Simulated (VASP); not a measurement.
# WSe2 (P6_3/mmc) in VASP: a series of runs

Runs on WSe2. Level: PBE. Tasks: relaxation of shape and atoms at fixed volume.

All numbers are computed with VASP 6.6.1; they aren't measurements. Logs are shortened: lines on timing, memory, paths and dates and some standing lists are left out, and cuts for length are marked.

## Step 1: The undisturbed crystal

It takes space group P6_3/mmc (No. 194, hexagonal). The conventional cell has a = 3.290 Å, b = 3.290 Å, c = 12.970 Å, α = 90.00°, β = 90.00°, γ = 120.00°. W (site symmetry -6m2) has 6 Se at 2.53 Å as nearest neighbours. Around Se (site symmetry 3m) lie 3 W at 2.53 Å.

## Step 2: Relaxation of shape and atoms at fixed volume, PBE (a relaxed cell with its volume scaled by 1.02)

Contents of INCAR:

```
ALGO = Fast ; EDIFF = 1E-7
EDIFFG = -0.01 ; ENCUT = 300
GGA = PE ; IBRION = 2
ISIF = 4 ; ISMEAR = 0
KPAR = 2 ; LASPH = T
LCHARG = F ; LREAL = F
LWAVE = F ; NELM = 80
NSW = 40 ; PREC = Accurate
SIGMA = 0.03
```

Contents of KPOINTS:

```
k-points
0
Gamma
  5 5 1
```

Contents of POSCAR:

```
WSe2                                    
1.0
    3.3369898433      0.0000000000      0.0000000000
   -1.6684949216      2.8899179765     -0.0000000000
    0.0000000000      0.0000000000     14.7461727136
  W               Se            
     2     4
Direct
     0.3333333332999970    0.6666666667000030    0.2500000000000000
     0.6666666667000030    0.3333333332999970    0.7500000000000000
     0.3333333332999970    0.6666666667000030    0.6355301918899666
     0.6666666667000030    0.3333333332999970    0.1355301918899666
     0.3333333332999970    0.6666666667000030    0.8644698081100334
     0.6666666667000030    0.3333333332999970    0.3644698081100334
```

Potentials or basis: VASP PAW PBE potentials, release 64 (W, Se).

Command:

```sh
$ cat potpaw_PBE.64/W/POTCAR potpaw_PBE.64/Se/POTCAR > POTCAR
$ mpirun -np 2 vasp_std > vasp.out
```

OUTCAR:

```text
EDIFF = 1E-7
   EDIFFG = -0.01
   ENCUT = 300
   GGA = PE
   IBRION = 2
   ISIF = 4
   ISMEAR = 0
   LASPH = T
   LREAL = F
   NELM = 80
   NSW = 40
   PREC = Accurate

 ion  position               nearest neighbor table
   1  0.333  0.667  0.250-   4 2.56   6 2.56   4 2.56   6 2.56   4 2.56   6 2.56
   2  0.667  0.333  0.750-   3 2.56   5 2.56   3 2.56   5 2.56   3 2.56   5 2.56
   3  0.333  0.667  0.636-   2 2.56   2 2.56   2 2.56
   4  0.667  0.333  0.136-   1 2.56   1 2.56   1 2.56
   5  0.333  0.667  0.864-   2 2.56   2 2.56   2 2.56
   6  0.667  0.333  0.364-   1 2.56   1 2.56   1 2.56

  LATTYP: Found a hexagonal cell.
 ALAT       =     3.3369898433
 C/A-ratio  =     4.4190043740

  Lattice vectors:

 A1 = (   3.3369898433,   0.0000000000,   0.0000000000)
 A2 = (  -1.6684949216,   2.8899179765,   0.0000000000)
 A3 = (   0.0000000000,   0.0000000000,  14.7461727136)

Analysis of symmetry for initial positions (statically):
=====================================================================
 Subroutine PRICEL returns:
 Original cell was already a primitive cell.

 Routine SETGRP: Setting up the symmetry group for a
 hexagonal supercell.

 Subroutine GETGRP returns: Found 24 space group operations
 (whereof 12 operations were pure point group operations)
 out of a pool of 24 trial point group operations.

The static configuration has the point symmetry D_3d.
 The point group associated with its full space group is D_6h.

Analysis of symmetry for dynamics (positions and initial velocities):
=====================================================================
 Subroutine PRICEL returns:
 Original cell was already a primitive cell.

 Routine SETGRP: Setting up the symmetry group for a
 hexagonal supercell.

 Subroutine GETGRP returns: Found 24 space group operations
 (whereof 12 operations were pure point group operations)
 out of a pool of 24 trial point group operations.

The dynamic configuration has the point symmetry D_3d.
 The point group associated with its full space group is D_6h.

 Subroutine INISYM returns: Found 24 space group operations
 (whereof 12 operations are pure point group operations),
 and found     1 'primitive' translations

----------------------------------------------------------------------------------------

                                     Primitive cell

  volume of cell :     142.2066

  direct lattice vectors                    reciprocal lattice vectors
     3.336989843  0.000000000  0.000000000     0.299671275  0.173015291  0.000000000
    -1.668494922  2.889917977  0.000000000     0.000000000  0.346030582  0.000000000
     0.000000000  0.000000000 14.746172714     0.000000000  0.000000000  0.067814206

  length of vectors
     3.336989843  3.336989843 14.746172714     0.346030582  0.346030582  0.067814206

  position of ions in fractional coordinates (direct lattice)
     0.333333333  0.666666667  0.250000000
     0.666666667  0.333333333  0.750000000
     0.333333333  0.666666667  0.635530192
     0.666666667  0.333333333  0.135530192
     0.333333333  0.666666667  0.864469808
     0.666666667  0.333333333  0.364469808

  ion indices of the primitive-cell ions
   primitive index   ion index
                 1           1
                 2           2
                 3           3
                 4           4
                 5           5
                 6           6

----------------------------------------------------------------------------------------

 KPOINTS: k-points

Automatic generation of k-mesh.
 Grid dimensions read from file:
 generate k-points for:    5    5    1

 Generating k-lattice:

  Cartesian coordinates                     Fractional coordinates (reciprocal lattice)
     0.059934255  0.034603058  0.000000000     0.200000000 -0.000000000  0.000000000
     0.000000000  0.069206116  0.000000000     0.000000000  0.200000000  0.000000000
     0.000000000  0.000000000  0.067814206     0.000000000  0.000000000  1.000000000

  Length of vectors
     0.069206116  0.069206116  0.067814206

  Shift w.r.t. Gamma in fractional coordinates (k-lattice)
     0.000000000  0.000000000  0.000000000

 Subroutine IBZKPT returns following result:
 ===========================================

 Found      5 irreducible k-points:

 Following reciprocal coordinates:
            Coordinates               Weight
  0.000000  0.000000  0.000000      1.000000
  0.200000  0.000000  0.000000      6.000000
  0.400000  0.000000  0.000000      6.000000
  0.200000  0.200000  0.000000      6.000000
  0.400000  0.200000  0.000000      6.000000
   k-points           NKPTS =      5   k-points in BZ     NKDIM =      5   number of bands    NBANDS=     22
   number of dos      NEDOS =    301   number of ions     NIONS =      6
   total plane-waves  NPLWV =  33600
   dimension x,y,z NGX =    20 NGY =   20 NGZ =   84
   dimension x,y,z NGXF=    40 NGYF=   40 NGZF=  168
   ions per type =               2   4
   NGX,Y,Z   is equivalent  to a cutoff of   9.96,  9.96,  9.47 a.u.
   NGXF,Y,Z  is equivalent  to a cutoff of  19.93, 19.93, 18.94 a.u.
 SYSTEM =  unknown system
   PREC   = accura    normal or accurate (medium, high low for compatibility)
   ISTART =      0    job   : 0-new  1-cont  2-samecut
   ICHARG =      2    charge: 1-file 2-atom 10-const
   ISPIN  =      1    spin polarized calculation?
   LNONCOLLINEAR =      F non collinear calculations
   LSORBIT =      F    spin-orbit coupling
   LASPH  =      T    aspherical Exc in radial PAW
   ENCUT  =  300.0 eV  22.05 Ry    4.70 a.u.   4.71  4.71 20.83*2*pi/ulx,y,z
   NELM   =     80;   NELMIN=  2; NELMDL= -5     # of ELM steps
   EDIFF  = 0.1E-06   stopping-criterion for ELM
   LREAL  =      F    real-space projection
   EDIFFG = -.1E-01   stopping-criterion for IOM
   NSW    =     40    number of steps for IOM
   IBRION =      2    ionic relax: 0-MD 1-quasi-New 2-CG
   NFREE  =      1    steps in history (QN), initial steepest desc. (CG)
   ISIF   =      4    stress and relaxation
   ISYM   =      2    0-nonsym 1-usesym 2-fastsym
   POTIM  = 0.5000    time-step for ionic-motion
   TEBEG  =    0.0;   TEEND  =   0.0 temperature during run
   PSTRESS=    0.0 pullay stress
   NELECT =      36.0000    total number of electrons
   NUPDOWN=      -1.0000    fix difference up-down
   EMIN   =  10.00;   EMAX   =-10.00  energy-range for DOS
   EFERMI =   0.00;   METHOD = LEGACY
   ISMEAR =     0;   SIGMA  =   0.03  broadening in eV -4-tet -1-fermi 0-gaus
   EFERMI_NEDOS =   21; number of points for ismear=-14 and -15
   IALGO  =     68    algorithm
   IMIX   =      4    mixing-type and parameters
     AMIX     =   0.40;   BMIX     =  1.00
     AMIX_MAG =   1.60;   BMIX_MAG =  1.00
  volume/ion in A,a.u.               =      23.70       159.94
  Fermi-wavevector in a.u.,A,eV,Ry     =   1.035625  1.957047 14.592502  1.072519
  Thomas-Fermi vector in A             =   2.169977
   LORBIT       =      0    0 simple, 1 ext, 2 COOP (PROOUT), +10 PAW based schemes
   GGA     = PE    functional components
   LHFCALC =     F    Hartree Fock is set to
   AEXX    =    0.0000 exact exchange contribution
   IVDW    =     0    specifies the selected vdW correction
   LEPSILON=     F    determine dielectric tensor
   LRPA    =     F    only Hartree local field effects (RPA)
 conjugate gradient relaxation of ions
 non-spin polarized calculation
 RMM-DIIS sequential band-by-band and
 Gauss-broadening in eV      SIGMA  =   0.03
  energy-cutoff  :      300.00
  volume of cell :      142.21
 maximum number of plane-waves:      1697
 NGX is ok and might be reduce to    20
   NGX =  9   NGY =  9   NGZ = 41

--------------------------------------- Ionic step        1  -------------------------------------------

 number of electron      35.9999997 magnetization

 Free energy of the ion-electron system (eV)
  ---------------------------------------------------
  ext. energy  EPLUGINS =         0.00000000
  ---------------------------------------------------
  free energy    TOTEN  =       -43.31284522 eV

  energy without entropy =      -43.31284522  energy(sigma->0) =      -43.31284522

------------------------ aborting loop because EDIFF is reached ----------------------------------------

  FORCE on cell =-STRESS in cart. coord.  units (eV):
  Direction    XX          YY          ZZ          XY          YZ          ZX
  --------------------------------------------------------------------------------------
  -------------------------------------------------------------------------------------
  Total       -1.9266683     -1.9266683     -2.1890303     -0.0000000      0.0000000      0.0000000
  in kB      -21.7069004    -21.7069004    -24.6628142     -0.0000000      0.0000000      0.0000000
  external PRESSURE =     -22.6922050 kB  Pullay stress =       0.0000000 kB
[... 185 lines left out ...]
  energy  without entropy=      -43.3328988296  energy(sigma->0) =      -43.33289883

--------------------------------------- Ionic step        6  -------------------------------------------

 number of electron      36.0000000 magnetization

 Free energy of the ion-electron system (eV)
  ---------------------------------------------------
  ext. energy  EPLUGINS =         0.00000000
  ---------------------------------------------------
  free energy    TOTEN  =       -43.33295084 eV

  energy without entropy =      -43.33295084  energy(sigma->0) =      -43.33295084

 E-fermi :   3.6451     XC(G=0):  -9.5654

 val. band max:        3.4830562358   @ k =   0.0000   0.0000   0.0000
 cond. band min:       5.0637381813   @ k =   0.2000   0.2000   0.0000
 fundamental gap:      1.5806819455
 Fermi energy:         3.6450792153

 k-point     1 :       0.0000    0.0000    0.0000
  band No.  band energies     occupation
      1     -11.1757      2.00000
      2     -11.1419      2.00000
      3      -9.9921      2.00000
      4      -9.9317      2.00000
      5      -2.7283      2.00000
      6      -2.4465      2.00000
[... 14 lines left out ...]
     21       6.4639      0.00000
     22       6.4644      0.00000

 k-point     2 :       0.2000    0.0000    0.0000
  band No.  band energies     occupation
      1     -10.6351      2.00000
      2     -10.6026      2.00000
      3      -9.6983      2.00000
      4      -9.6473      2.00000
      5      -2.0463      2.00000
      6      -1.7726      2.00000
[... 14 lines left out ...]
     21       5.9662      0.00000
     22       6.0467      0.00000

 k-point     3 :       0.4000    0.0000    0.0000
  band No.  band energies     occupation
      1      -9.5157      2.00000
      2      -9.4946      2.00000
      3      -9.1170      2.00000
      4      -9.0923      2.00000
      5      -2.3985      2.00000
      6      -2.3495      2.00000
[... 14 lines left out ...]
     21       5.8117      0.00000
     22       6.0586      0.00000

 k-point     4 :       0.2000    0.2000    0.0000
  band No.  band energies     occupation
      1      -9.7770      2.00000
      2      -9.7510      2.00000
      3      -9.2409      2.00000
      4      -9.2076      2.00000
      5      -1.5922      2.00000
      6      -1.5466      2.00000
[... 14 lines left out ...]
     21       6.0103      0.00000
     22       6.0952      0.00000

 k-point     5 :       0.4000    0.2000    0.0000
  band No.  band energies     occupation
      1      -9.1022      2.00000
      2      -9.0927      2.00000
      3      -8.8907      2.00000
      4      -8.8810      2.00000
      5      -2.2159      2.00000
      6      -2.1787      2.00000
[... 14 lines left out ...]
     21       6.5086      0.00000
     22       6.5924      0.00000
[... 31 lines left out ...]
  FREE ENERGIE OF THE ION-ELECTRON SYSTEM (eV)
  ---------------------------------------------------
  free  energy   TOTEN  =       -43.3329508390 eV

  energy  without entropy=      -43.3329508390  energy(sigma->0) =      -43.33295084

 reached required accuracy - stopping structural energy minimisation
```

Wall time 26 s (2 MPI ranks of Intel Xeon 6975P-C (Granite Rapids), shared host); peak memory 0.16 GiB.

What came out:

```yaml
Free_energy: -43.3330 eV
Energy_gained_by_relaxing: 3.4 meV/atom
Ionic_steps: 6
Pressure_after_relaxing: 0.0 GPa
Largest_force_after_relaxing: 0.008 eV/Å
Band_gap_on_the_k_mesh: 1.58 eV, indirect (least direct gap 2.23 eV)
```

Forces on the atoms (eV/Å):
```
W    0.000  0.000  0.000
W    0.000  0.000  0.000
Se   0.000  0.000 -0.008
Se   0.000  0.000 -0.008
Se   0.000  0.000  0.008
Se   0.000  0.000  0.008
```

The path:
| step | energy change (eV) | largest force (eV/Å) | pressure (GPa) |
| --- | --- | --- | --- |
| 1 | 0.0000 | 0.3249 | -2.27 |
| 2 | -0.0109 | 0.0385 | -1.11 |
| 3 | -0.0109 | 0.0253 | -1.06 |
| 4 | -0.0168 | 0.0125 | -0.65 |
| 5 | -0.0201 | 0.0055 | -0.10 |
| 6 | -0.0201 | 0.0078 | -0.02 |

Final structure:
```xyz
6
Lattice="3.3156 0.0000 0.0000 -1.6578 2.8714 0.0000 0.0000 0.0000 14.9369" Properties=species:S:1:pos:R:3 pbc="T T T"
W     0.0000    1.9143    3.7342
W     1.6578    0.9571   11.2027
Se    0.0000    1.9143    9.5265
Se    1.6578    0.9571    2.0581
Se    0.0000    1.9143   12.8789
Se    1.6578    0.9571    5.4104
```

Levels at points of the mesh, in eV from the valence-band top:
```csv
k point,band 16,band 17,band 18,band 19,band 20,band 21
"(0.00, 0.00, 0.00)",-1.17,-0.52,0.00,2.97,2.97,2.98
```

Caveat: the k mesh is coarse (spacing up to 0.43 Å⁻¹), so the values aren't converged; spin-orbit coupling is left out, which moves the levels of the heavy elements; an odd mesh through Γ misses points on the zone boundary, where band edges often lie; this functional lacks dispersion, which binds the layers, so the pressure and a relaxed spacing across them are unreliable.

## Step 3: Relaxation of shape and atoms at fixed volume, PBE (a relaxed cell with its volume scaled by 1.04)

INCAR is that of step 2.

KPOINTS is that of step 2.

POSCAR: that of step 2 with these lines changed.

```diff
@@ -2,5 +2,5 @@
 1.0
-    3.3369898433      0.0000000000      0.0000000000
-   -1.6684949216      2.8899179765     -0.0000000000
-    0.0000000000      0.0000000000     14.7461727136
+    3.3586592157      0.0000000000      0.0000000000
+   -1.6793296078      2.9086842035     -0.0000000000
+    0.0000000000      0.0000000000     14.8419297650
   W               Se
```

Potentials or basis: VASP PAW PBE potentials, release 64 (W, Se).

Command:

```sh
$ cat potpaw_PBE.64/W/POTCAR potpaw_PBE.64/Se/POTCAR > POTCAR
$ mpirun -np 2 vasp_std > vasp.out
```

Run time: 33 s. Hardware: 2 MPI ranks of Intel Xeon 6975P-C (Granite Rapids), shared host; peak memory 0.17 GiB.

Results (log left out):

```
Free energy               : -43.3350 eV
Energy gained by relaxing : 12.7 meV/atom
Ionic steps               : 8
Pressure after relaxing   : -0.1 GPa
Band gap on the k mesh    : 1.64 eV, indirect (least direct gap 2.23 eV)
```

The path:
```csv
step,energy change (eV),largest force (eV/Å),pressure (GPa)
1,0.0000,0.6212,-4.29
2,-0.0408,0.0873,-2.19
3,-0.0409,0.0534,-2.05
4,-0.0628,0.0219,-1.28
5,-0.0760,0.0330,0.02
6,-0.0760,0.0312,-0.02
7,-0.0760,0.0284,-0.25
8,-0.0761,0.0008,-0.14
```

Final structure:
```
W Se
1.0
     3.31701    0.00000    0.00000
    -1.65850    2.87261    0.00000
     0.00000    0.00000   15.21700
W Se
2 4
Direct
  0.33333 0.66667 0.25000
  0.66667 0.33333 0.75000
  0.33333 0.66667 0.63985
  0.66667 0.33333 0.13985
  0.33333 0.66667 0.86015
  0.66667 0.33333 0.36015
```

Levels at points of the mesh, in eV from the valence-band top:
| k point | band 15 | band 16 | band 17 | band 18 | band 19 | band 20 | band 21 | band 22 |
| --- | --- | --- | --- | --- | --- | --- | --- | --- |
| (0.00, 0.00, 0.00) | -1.14 | -1.14 | -0.46 | 0.00 | 3.00 | 3.00 | 3.01 | 3.01 |

Caveat: the k mesh is coarse (spacing up to 0.43 Å⁻¹), so the values aren't converged; spin-orbit coupling is left out, which moves the levels of the heavy elements; an odd mesh through Γ misses points on the zone boundary, where band edges often lie; this functional lacks dispersion, which binds the layers, so the pressure and a relaxed spacing across them are unreliable.
